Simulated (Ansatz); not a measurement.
# BaO: pressure against volume

How stiff is BaO, and at what volume does the pressure vanish? The cell is scaled evenly, atoms carried along, and solved with LAPW, PAW and all-electron datasets made for the crystal.

Program: Ansatz 0.2.0. Level of theory: DFT PBE, scalar-relativistic. These are calculated values, not measurements.

### 1 The structure to begin with

The structure is cubic, space group Fm-3m (No. 225). Conventional cell: a = 5.500 Å, b = 5.500 Å, c = 5.500 Å, α = 90.00°, β = 90.00°, γ = 90.00°. Around Ba (site symmetry m-3m) lie 6 O at 2.75 Å. O (site symmetry m-3m) is surrounded by 6 Ba at 2.75 Å.

Coordinates:

```
CELL_PARAMETERS angstrom
0.00000 2.75000 2.75000
2.75000 0.00000 2.75000
2.75000 2.75000 0.00000
ATOMIC_POSITIONS crystal
Ba 0.00000 0.00000 0.00000
O 0.50000 0.50000 0.50000
```

Structure: COD 5910030, as refined from experiment and not relaxed.

Atoms are numbered in the order of the input: Ba1, O2.

### 2 Volume × 0.95, LAPW

input.yaml

```yaml
crystal:
  lattice:
    - [0.0, 2.7033808244, 2.7033808244]
    - [2.7033808244, 0.0, 2.7033808244]
    - [2.7033808244, 2.7033808244, 0.0]
  atoms:
    - { symbol: Ba, position: [0.0, 0.0, 0.0] }
    - { symbol: O, position: [0.5, 0.5, 0.5] }
kpoints:
  mp_grid: { grid: [9, 9, 9] }
scf:
  occupations: { method: fermi_dirac, width: 0.02 }
hamiltonian:
  xc: pbe
  pseudopotentials: { kind: all_electron, lapw: { basis_error: 0.001 } }
output:
  forces: true
  stress: true
  eigenvalues: true
```

### 3 Volume × 0.95, PAW

Changes to input.yaml since step 2:

```diff
@@ -14,3 +14,3 @@
   xc: pbe
-  pseudopotentials: { kind: all_electron, lapw: { basis_error: 0.001 } }
+  pseudopotentials: { kind: paw }
 output:
@@ -19 +19,2 @@
   eigenvalues: true
+  efg: { contact_densities: true }
```

### 4 Volume × 0.95, crystal datasets

Changes to input.yaml since step 3:

```diff
@@ -14,3 +14,3 @@
   xc: pbe
-  pseudopotentials: { kind: paw }
+  pseudopotentials: { kind: all_electron, datasets: crystal }
 output:
```

### 5 Volume × 0.975, LAPW

input.yaml

```yaml
crystal:
  lattice:
    - [0.0, 2.7268896637, 2.7268896637]
    - [2.7268896637, 0.0, 2.7268896637]
    - [2.7268896637, 2.7268896637, 0.0]
  atoms:
    - { symbol: Ba, position: [0.0, 0.0, 0.0] }
    - { symbol: O, position: [0.5, 0.5, 0.5] }
kpoints:
  mp_grid: { grid: [9, 9, 9] }
scf:
  occupations: { method: fermi_dirac, width: 0.02 }
hamiltonian:
  xc: pbe
  pseudopotentials: { kind: all_electron, lapw: { basis_error: 0.001 } }
output:
  forces: true
  stress: true
  eigenvalues: true
```

### 6 Volume × 0.975, PAW

Changes to input.yaml since step 5:

```diff
@@ -14,3 +14,3 @@
   xc: pbe
-  pseudopotentials: { kind: all_electron, lapw: { basis_error: 0.001 } }
+  pseudopotentials: { kind: paw }
 output:
@@ -19 +19,2 @@
   eigenvalues: true
+  efg: { contact_densities: true }
```

### 7 Volume × 1.025, LAPW

input.yaml

```yaml
crystal:
  lattice:
    - [0.0, 2.7727283034, 2.7727283034]
    - [2.7727283034, 0.0, 2.7727283034]
    - [2.7727283034, 2.7727283034, 0.0]
  atoms:
    - { symbol: Ba, position: [0.0, 0.0, 0.0] }
    - { symbol: O, position: [0.5, 0.5, 0.5] }
kpoints:
  mp_grid: { grid: [9, 9, 9] }
scf:
  occupations: { method: fermi_dirac, width: 0.02 }
hamiltonian:
  xc: pbe
  pseudopotentials: { kind: all_electron, lapw: { basis_error: 0.001 } }
output:
  forces: true
  stress: true
  eigenvalues: true
```

### 8 Volume × 1.025, PAW

Changes to input.yaml since step 7:

```diff
@@ -14,3 +14,3 @@
   xc: pbe
-  pseudopotentials: { kind: all_electron, lapw: { basis_error: 0.001 } }
+  pseudopotentials: { kind: paw }
 output:
@@ -19 +19,2 @@
   eigenvalues: true
+  efg: { contact_densities: true }
```

### 9 Volume × 1.05, LAPW

input.yaml

```yaml
crystal:
  lattice:
    - [0.0, 2.7950899812, 2.7950899812]
    - [2.7950899812, 0.0, 2.7950899812]
    - [2.7950899812, 2.7950899812, 0.0]
  atoms:
    - { symbol: Ba, position: [0.0, 0.0, 0.0] }
    - { symbol: O, position: [0.5, 0.5, 0.5] }
kpoints:
  mp_grid: { grid: [9, 9, 9] }
scf:
  occupations: { method: fermi_dirac, width: 0.02 }
hamiltonian:
  xc: pbe
  pseudopotentials: { kind: all_electron, lapw: { basis_error: 0.001 } }
output:
  forces: true
  stress: true
  eigenvalues: true
```

### 10 Volume × 1.05, PAW

Changes to input.yaml since step 9:

```diff
@@ -14,3 +14,3 @@
   xc: pbe
-  pseudopotentials: { kind: all_electron, lapw: { basis_error: 0.001 } }
+  pseudopotentials: { kind: paw }
 output:
@@ -19 +19,2 @@
   eigenvalues: true
+  efg: { contact_densities: true }
```

### 11 Volume × 1.05, crystal datasets

Changes to input.yaml since step 10:

```diff
@@ -14,3 +14,3 @@
   xc: pbe
-  pseudopotentials: { kind: paw }
+  pseudopotentials: { kind: all_electron, datasets: crystal }
 output:
```

(Steps that only read results are left out.)

Q: Predict the outcome of this session. Wanted: equilibrium volume; bulk modulus (for each run or level that gives them).

The runs gave:

```
                      quantity           value
     equilibrium volume (LAPW)  21.646 Å³/atom
           bulk modulus (LAPW)          69 GPa
its pressure derivative (LAPW)             4.6
      equilibrium volume (PAW)  21.643 Å³/atom
            bulk modulus (PAW)          69 GPa
 its pressure derivative (PAW)             4.6
```

What this shows: A third-order Birch-Murnaghan fit to the LAPW pressures puts zero pressure at 21.65 Å³/atom, +4.1 % from the given cell, with a bulk modulus of 69 GPa. PAW's volume lies -0.01 % and its modulus less than 0.1 % from LAPW's. The gap goes from 1.86 eV at the smallest volume to 2.20 eV at the largest. No thermal or zero-point expansion is included. Spin-orbit coupling is left out, though the cell holds Ba; in elements this heavy it can shift bands and gaps by tenths of an eV.

The gaps are Kohn-Sham values of a semilocal functional, not quasiparticle or optical gaps. Such gaps usually fall short of the measured ones.
